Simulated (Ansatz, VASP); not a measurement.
**MgF2: VASP beside Ansatz**

```
Mg F
1.0
     4.62500    4.62500    0.00000
    -4.62500    4.62500    0.00000
     0.00000    0.00000    9.15600
Mg F
12 24
Cartesian
  0.0000 0.0000 0.0000
  0.0000 0.0000 3.0520
  0.0000 0.0000 6.1040
  0.0000 4.6250 0.0000
  0.0000 4.6250 3.0520
  0.0000 4.6250 6.1040
  2.3125 2.3125 1.5260
  2.3125 2.3125 4.5780
  2.3125 2.3125 7.6300
  -2.3125 2.3125 1.5260
  -2.3125 2.3125 4.5780
  -2.3125 2.3125 7.6300
  1.4014 1.4014 0.0000
  1.4014 1.4014 3.0520
  1.4014 1.4014 6.1040
  1.4014 6.0264 0.0000
  1.4014 6.0264 3.0520
  1.4014 6.0264 6.1040
  0.9111 3.7139 1.5260
  0.9111 3.7139 4.5780
  0.9111 3.7139 7.6300
  -3.7139 3.7139 1.5260
  -3.7139 3.7139 4.5780
  -3.7139 3.7139 7.6300
  3.2236 3.2236 0.0000
  3.2236 3.2236 3.0520
  3.2236 3.2236 6.1040
  -1.4014 3.2236 0.0000
  -1.4014 3.2236 3.0520
  -1.4014 3.2236 6.1040
  -0.9111 5.5361 1.5260
  -0.9111 5.5361 4.5780
  -0.9111 5.5361 7.6300
  -0.9111 0.9111 1.5260
  -0.9111 0.9111 4.5780
  -0.9111 0.9111 7.6300
```

Alike in both runs: task electric field gradients; functional PBE; k mesh 3 × 3 × 2; no spin polarisation.

```csv
,VASP,Ansatz
version,VASP 6.6.1,Ansatz 0.2.0
potentials or method,"VASP PAW PBE potentials, release 64 (Mg, F)","plane-wave PAW, scalar-relativistic"
plane-wave cutoff (eV),520,420
occupations,"gaussian, width 0.01 eV",fixed
valence electrons in the cell,192,288
```

```csv
,VASP,Ansatz,Ansatz less VASP
gap on the k mesh at the Fermi level (eV),7.09,7.13,+0.040
rms of the force components (eV/Å),0.011,0.011,+0.0004
Vzz of the field gradient on the site that differs most (V/Å²),6.5,7.3,+0.86
```

Atom by atom the forces differ by 0.000 eV/Å (rms over components). The two sets of potentials don't hold the same shells in valence.
